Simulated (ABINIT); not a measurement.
GaN, 4 atoms in the cell. Symmetry: P6_3mc, No. 186, hexagonal system. The conventional cell has a = 3.180 Å, b = 3.180 Å, c = 5.166 Å, α = 90.00°, β = 90.00°, γ = 120.00°. Around Ga (site symmetry 3m) lie 4 N at 1.94 to 1.95 Å. N (site symmetry 3m) has 4 Ga at 1.94 to 1.95 Å as nearest neighbours. 

```yaml
Program: ABINIT 10.8.3 (patched build)
Task: single point
Functional: PBE
Potentials_or_basis: JTH PAW PBE v2.0
Cutoff: 680 eV
k_mesh: 6 × 6 × 3
Occupations: fermi-dirac, width 0.05 eV
Spin: no spin polarisation
Fine-grid_cutoff: 1278.94 eV
Exchange_and_correlation_inside_the_PAW_spheres: full angular mesh (pawxcdev 0, this build's default; the released program takes 1)
```

Potentials or basis: JTH PAW PBE v2.0.

Run with:

```sh
$ abinit run.abi > log 2>&1
```

Hardware: 1 thread of Arm Neoverse V1, with other jobs on the host.

Problem. How long does it take, and how much memory?

Solution. Wall time 27 s on 1 thread of Arm Neoverse V1, on a shared host, peak memory 0.12 GiB. Counts: scf iterations 13, k points 14, bands 22, plane waves 1846.
